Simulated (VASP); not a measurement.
# AgCl in VASP: notebook, part 3 of 3

VASP 6.6.1.

## (5) Electric field gradients, PBEsol (zz strain of +2 %)

The input, INCAR:

```
SYSTEM = AgCl
  PREC = Accurate
  ENCUT = 520
  EDIFF = 1E-8
  ISMEAR = -1
  SIGMA = 0.01
  LREAL = .False.
  LASPH = .True.
  NELM = 100
  ALGO = Normal
  ISIF = 2
  LWAVE = .False.
  LCHARG = .False.
  GGA = PS
  LEFG = .True.
  NBANDS = 16
```

The input, KPOINTS:

```
regular mesh
0
Gamma
  9 9 9
  0 0 0
```

The input, POSCAR:

```
AgCl
1.0
    0.0000000000      2.7731500000      2.8286130000
    2.7731500000      0.0000000000      2.8286130000
    2.7731500000      2.7731500000      0.0000000000
Ag Cl
1 1
Direct
    0.5000000000      0.5000000000      0.5000000000
    0.0000000000      0.0000000000      0.0000000000
```

Potentials or basis: VASP PAW PBE potentials, release 64 (Ag, Cl).

The run is started by

```console
$ cat potpaw_PBE.64/Ag/POTCAR potpaw_PBE.64/Cl/POTCAR > POTCAR
$ mpirun -np 1 vasp_std > vasp.out
```

OUTCAR:

```text
SYSTEM = AgCl
   PREC = Accurate
   ENCUT = 520
   EDIFF = 1E-8
   ISMEAR = -1
   LREAL = .False.
   LASPH = .True.
   NELM = 100
   ISIF = 2
   GGA = PS

 ion  position               nearest neighbor table
   1  0.500  0.500  0.500-   2 2.77   2 2.77   2 2.77   2 2.77   2 2.83   2 2.83
   2  0.000  0.000  0.000-   1 2.77   1 2.77   1 2.77   1 2.77   1 2.83   1 2.83

  LATTYP: Found a body centered tetragonal cell.
 ALAT       =     3.9218263405
 C/A-ratio  =     1.4424978336

  Lattice vectors:

 A1 = (  -2.7731500000,   0.0000000000,   2.8286130000)
 A2 = (   2.7731500000,   0.0000000000,   2.8286130000)
 A3 = (   0.0000000000,   2.7731500000,  -2.8286130000)

Analysis of symmetry for initial positions (statically):
=====================================================================
 Subroutine PRICEL returns:
 Original cell was already a primitive cell.

 Routine SETGRP: Setting up the symmetry group for a
 body centered tetragonal supercell.

 Subroutine GETGRP returns: Found 16 space group operations
 (whereof 16 operations were pure point group operations)
 out of a pool of 16 trial point group operations.

The static configuration has the point symmetry D_4h.

Analysis of symmetry for dynamics (positions and initial velocities):
=====================================================================
 Subroutine PRICEL returns:
 Original cell was already a primitive cell.

 Routine SETGRP: Setting up the symmetry group for a
 body centered tetragonal supercell.

 Subroutine GETGRP returns: Found 16 space group operations
 (whereof 16 operations were pure point group operations)
 out of a pool of 16 trial point group operations.

The dynamic configuration has the point symmetry D_4h.
[... 151 lines left out ...]
 fundamental gap:      0.7250653171
 Fermi energy:         3.6913055272

 k-point     1 :       0.0000    0.0000    0.0000
  band No.  band energies     occupation
      1     -11.5481      2.00000
      2       1.0363      2.00000
      3       1.0839      2.00000
      4       1.0839      2.00000
      5       1.1031      2.00000
      6       1.1083      2.00000
[... 433 lines left out ...]
      3       0.4931      2.00000
      4       0.4931      2.00000
      5       0.7401      2.00000
      6       1.2675      2.00000
[... 8 lines left out ...]
     15      18.8136      0.00000
     16      18.8137      0.00000

 [... further k-points ...]
[... 5 lines left out ...]
  --------------------------------------------------------------------------------------
  -------------------------------------------------------------------------------------
  Total       -0.9330721     -0.9330721     -0.9757435      0.0000000     -0.0000000      0.0000000
  in kB      -34.3617698    -34.3617698    -35.9332093      0.0000000     -0.0000000      0.0000000
  external PRESSURE =     -34.8855830 kB  Pullay stress =       0.0000000 kB

 VOLUME and BASIS-vectors are now :
 -----------------------------------------------------------------------------
  energy-cutoff  :      520.00
  volume of cell :       43.51
      direct lattice vectors                 reciprocal lattice vectors
     0.000000000  2.773150000  2.828613000    -0.180300380  0.180300380  0.176765079
     2.773150000  0.000000000  2.828613000     0.180300380 -0.180300380  0.176765079
     2.773150000  2.773150000  0.000000000     0.180300380  0.180300380 -0.176765079

 POSITION                                       TOTAL-FORCE (eV/Angst)
 -----------------------------------------------------------------------------------
      2.77315      2.77315      2.82861         0.000000      0.000000     -0.000000
      0.00000      0.00000      0.00000         0.000000      0.000000      0.000000
 -----------------------------------------------------------------------------------
    total drift:                                0.000000      0.000000      0.000000

  FREE ENERGIE OF THE ION-ELECTRON SYSTEM (eV)
  ---------------------------------------------------
  free  energy   TOTEN  =        -6.0247302525 eV

  energy  without entropy=       -6.0247302525  energy(sigma->0) =       -6.02473025

 Electric field gradients (V/A^2)
---------------------------------------------------------------------
 ion       V_xx      V_yy      V_zz      V_xy      V_xz      V_yz
---------------------------------------------------------------------
   1      -5.422    -5.422    10.844     0.000     0.000     0.000
   2       4.891     4.891    -9.782    -0.000    -0.000    -0.000
---------------------------------------------------------------------

 Electric field gradients after diagonalization (V/A^2)
 (convention: |V_zz| > |V_xx| > |V_yy|)
----------------------------------------------------------------------
 ion       V_xx      V_yy      V_zz     asymmetry (V_yy - V_xx)/ V_zz
----------------------------------------------------------------------
   1      -5.422    -5.422    10.844       0.000
   2       4.891     4.890    -9.782       0.000
----------------------------------------------------------------------

           NMR quadrupolar parameters

 Cq : quadrupolar parameter    Cq=e*Q*V_zz/h
 eta: asymmetry parameters     (V_yy - V_xx)/ V_zz
 Q  : nuclear electric quadrupole moment in mb (millibarn)
----------------------------------------------------------------------
 ion       Cq(MHz)       eta       Q (mb)
----------------------------------------------------------------------
   1       0.026       0.000       1.000
   2      -0.024       0.000       1.000
----------------------------------------------------------------------
```

Wall time 50 s (1 thread of Intel Xeon Platinum 8488C (Sapphire Rapids), shared host); peak memory 0.19 GiB.

Results:

* Free energy: -6.0247 eV
* Pressure: -3.5 GPa
* Band gap on the k mesh: 0.72 eV, indirect (least direct gap 2.94 eV)

Levels at points of the mesh, in eV from the valence-band top:
| k point | band 5 | band 6 | band 7 | band 8 | band 9 | band 10 | band 11 | band 12 | band 13 | band 14 |
| --- | --- | --- | --- | --- | --- | --- | --- | --- | --- | --- |
| (0.00, 0.00, 0.00) | -2.38 | -2.37 | -2.29 | -2.29 | -2.22 | 0.73 | 10.70 | 10.76 | 10.76 | 12.10 |

Electric field gradients, principal values (V/Å²):
```tsv
atom	least	middle	greatest (by size)
1 Ag	-5.422	-5.422	10.844
2 Cl	4.890	4.891	-9.782
```

Caveat: the cell differs from its parent crystal (zz strain of +2 %); without QUAD_EFG the Cq values of the log hold for a quadrupole moment of 1 mb, not for the nuclei; the PAW data sets were made with another functional, which shifts forces and pressure a little.

## (6) Electric field gradients, PBEsol (equal xx and yy strain of +1 %)

The input, INCAR:

```
SYSTEM = AgCl
ALGO     = Normal         ! electronic algorithm
EDIFF    = 1E-8           ! SCF threshold, eV
ENCUT    = 520            ! plane-wave cutoff, eV
GGA      = PS             ! functional
ISIF     = 2              ! what is computed and relaxed
ISMEAR   = -1             ! smearing method
LASPH    = .True.         ! aspherical terms in the spheres
LCHARG   = .False.        ! write CHGCAR
LEFG     = .True.       
LREAL    = .False.        ! projectors in reciprocal space
LWAVE    = .False.        ! write WAVECAR
NBANDS   = 16             ! bands
NELM     = 80             ! most SCF steps
PREC     = Accurate       ! precision mode
SIGMA    = 0.01           ! smearing width, eV
```

The input, KPOINTS:

```
k-points
0
Gamma
  9 9 9
  0 0 0
```

The input, POSCAR:

```
AgCl
1.0
    0.0000000000      2.8008815000      2.7731500000
    2.8008815000      0.0000000000      2.7731500000
    2.8008815000      2.8008815000      0.0000000000
Ag Cl
1 1
Direct
    0.5000000000      0.5000000000      0.5000000000
    0.0000000000      0.0000000000      0.0000000000
```

Potentials or basis: VASP PAW PBE potentials, release 64 (Ag, Cl).

The run is started by

```console
$ cat potpaw_PBE.64/Ag/POTCAR potpaw_PBE.64/Cl/POTCAR > POTCAR
$ mpirun -np 1 vasp_std > vasp.out
```

OUTCAR:

```text
SYSTEM = AgCl
   EDIFF = 1E-8
   ENCUT = 520
   GGA = PS
   ISIF = 2
   ISMEAR = -1
   LASPH = .True.
   LREAL = .False.
   NELM = 80
   PREC = Accurate

 ion  position               nearest neighbor table
   1  0.500  0.500  0.500-   2 2.77   2 2.77   2 2.80   2 2.80   2 2.80   2 2.80
   2  0.000  0.000  0.000-   1 2.77   1 2.77   1 2.80   1 2.80   1 2.80   1 2.80

  LATTYP: Found a body centered tetragonal cell.
 ALAT       =     3.9610446039
 C/A-ratio  =     1.4002114479

  Lattice vectors:

 A1 = (   0.0000000000,  -2.8008815000,  -2.7731500000)
 A2 = (   0.0000000000,   2.8008815000,  -2.7731500000)
 A3 = (   2.8008815000,   0.0000000000,   2.7731500000)

Analysis of symmetry for initial positions (statically):
=====================================================================
 Subroutine PRICEL returns:
 Original cell was already a primitive cell.

 Routine SETGRP: Setting up the symmetry group for a
[... 645 lines left out ...]
  energy-cutoff  :      520.00
  volume of cell :       43.51
      direct lattice vectors                 reciprocal lattice vectors
     0.000000000  2.800881500  2.773150000    -0.178515228  0.178515228  0.180300380
     2.800881500  0.000000000  2.773150000     0.178515228 -0.178515228  0.180300380
     2.800881500  2.800881500  0.000000000     0.178515228  0.178515228 -0.180300380

 POSITION                                       TOTAL-FORCE (eV/Angst)
 -----------------------------------------------------------------------------------
      2.80088      2.80088      2.77315         0.000000     -0.000000     -0.000000
      0.00000      0.00000      0.00000        -0.000000      0.000000      0.000000
 -----------------------------------------------------------------------------------
    total drift:                                0.000000      0.000000      0.000000

  FREE ENERGIE OF THE ION-ELECTRON SYSTEM (eV)
  ---------------------------------------------------
  free  energy   TOTEN  =        -6.0248410538 eV

  energy  without entropy=       -6.0248410538  energy(sigma->0) =       -6.02484105

 Electric field gradients (V/A^2)
---------------------------------------------------------------------
 ion       V_xx      V_yy      V_zz      V_xy      V_xz      V_yz
---------------------------------------------------------------------
   1       2.746     2.746    -5.491     0.000     0.000     0.000
   2      -2.523    -2.523     5.046    -0.000    -0.000    -0.000
---------------------------------------------------------------------

 Electric field gradients after diagonalization (V/A^2)
 (convention: |V_zz| > |V_xx| > |V_yy|)
----------------------------------------------------------------------
 ion       V_xx      V_yy      V_zz     asymmetry (V_yy - V_xx)/ V_zz
----------------------------------------------------------------------
   1       2.746     2.745    -5.491       0.000
   2      -2.523    -2.523     5.046       0.000
----------------------------------------------------------------------

           NMR quadrupolar parameters

 Cq : quadrupolar parameter    Cq=e*Q*V_zz/h
 eta: asymmetry parameters     (V_yy - V_xx)/ V_zz
 Q  : nuclear electric quadrupole moment in mb (millibarn)
----------------------------------------------------------------------
 ion       Cq(MHz)       eta       Q (mb)
----------------------------------------------------------------------
   1      -0.013       0.000       1.000
   2       0.012       0.000       1.000
----------------------------------------------------------------------
```

OSZICAR:

```text
N       E                     dE             d eps       ncg     rms          rms(c)
DAV:   1     0.894807339252E+02    0.89481E+02   -0.85332E+03  2400   0.101E+03
DAV:   2    -0.317898651985E+01   -0.92660E+02   -0.84605E+02  3040   0.213E+02
DAV:   3    -0.617753999248E+01   -0.29986E+01   -0.29911E+01  2960   0.393E+01
DAV:   4    -0.619187495259E+01   -0.14335E-01   -0.14334E-01  3216   0.313E+00
DAV:   5    -0.619203039164E+01   -0.15544E-03   -0.15544E-03  2872   0.324E-01    0.609E+00
DAV:   6    -0.602900620916E+01    0.16302E+00   -0.28485E-01  3160   0.702E+00    0.395E+00
DAV:   7    -0.602627320218E+01    0.27330E-02   -0.68702E-02  2776   0.172E+00    0.190E+00
DAV:   8    -0.602483750002E+01    0.14357E-02   -0.42886E-03  2976   0.659E-01    0.288E-01
DAV:   9    -0.602480595156E+01    0.31548E-04   -0.36943E-04  3032   0.268E-01    0.569E-02
DAV:  10    -0.602483980618E+01   -0.33855E-04   -0.64492E-05  3080   0.680E-02    0.127E-02
DAV:  11    -0.602484110884E+01   -0.13027E-05   -0.99764E-07  3096   0.760E-03    0.289E-03
DAV:  12    -0.602484101698E+01    0.91855E-07   -0.63477E-08  3064   0.177E-03    0.179E-03
DAV:  13    -0.602484104647E+01   -0.29489E-07   -0.12357E-08  3016   0.741E-04    0.264E-04
DAV:  14    -0.602484105381E+01   -0.73421E-08   -0.36019E-10  1632   0.242E-04
   1 F= -.60248411E+01 E0= -.60248411E+01  d E =-.174185E-13
```

Wall time 43 s (1 thread of Intel Xeon Platinum 8488C (Sapphire Rapids), shared host); peak memory 0.2 GiB.

What came out:

- Free energy: -6.0248 eV
- Pressure: -3.5 GPa
- Band gap on the k mesh: 0.75 eV, indirect (least direct gap 2.94 eV)

Electric field gradients, principal values (V/Å²):
| atom | least | middle | greatest (by size) |
| --- | --- | --- | --- |
| 1 Ag | 2.745 | 2.746 | -5.491 |
| 2 Cl | -2.523 | -2.523 | 5.046 |

Caveat: the cell differs from its parent crystal (equal xx and yy strain of +1 %); without QUAD_EFG the Cq values of the log hold for a quadrupole moment of 1 mb, not for the nuclei; the PAW data sets were made with another functional, which shifts forces and pressure a little.

## (7) Summary

| cell | gap on the mesh (eV) | pressure (GPa) |
| --- | --- | --- |
| a = 3.999 Å, angles 60.0°, 2 atoms | 0.80 | -4.8 |
| a = 3.922 Å, angles 60.0°, 2 atoms | 0.78 | -2.7 |
| a = 3.941, b = 3.941, c = 3.922 Å, angles 60.2, 60.2, 59.7°, 2 atoms | 0.75 | -3.1 |
| a = 3.961, b = 3.961, c = 3.922 Å, angles 60.3, 60.3, 59.3°, 2 atoms | 0.72 | -3.5 |
| a = 3.941, b = 3.941, c = 3.961 Å, angles 59.8, 59.8, 60.3°, 2 atoms | 0.75 | -3.5 |

Alike in all rows: task electric field gradients; level PBEsol; potentials or basis VASP PAW PBE potentials, release 64 (Ag, Cl); no spin polarisation; k mesh 9 × 9 × 9; cutoff (eV) 520; smearing fermi-dirac 0.01 eV.

Caveats: the PAW data sets were made with another functional, which shifts forces and pressure a little.

Absolute energies hang on the potentials; compare differences alone.

## (8) Comparison with measurements

Step 3. Measured gap of AgCl: 3.249 eV (indirect; a printed reference work, data compilation). This calculation gives 0.78 eV (-2.47 eV). So large a miss can be the level of theory's own, or it may mean another phase, state or a wrong row. Spin-orbit coupling on Ag is left out. The value is that of PBEsol on a finite k mesh, which can miss the band edges, without temperature or zero-point motion. Semilocal functionals fall short of measured gaps as a rule.
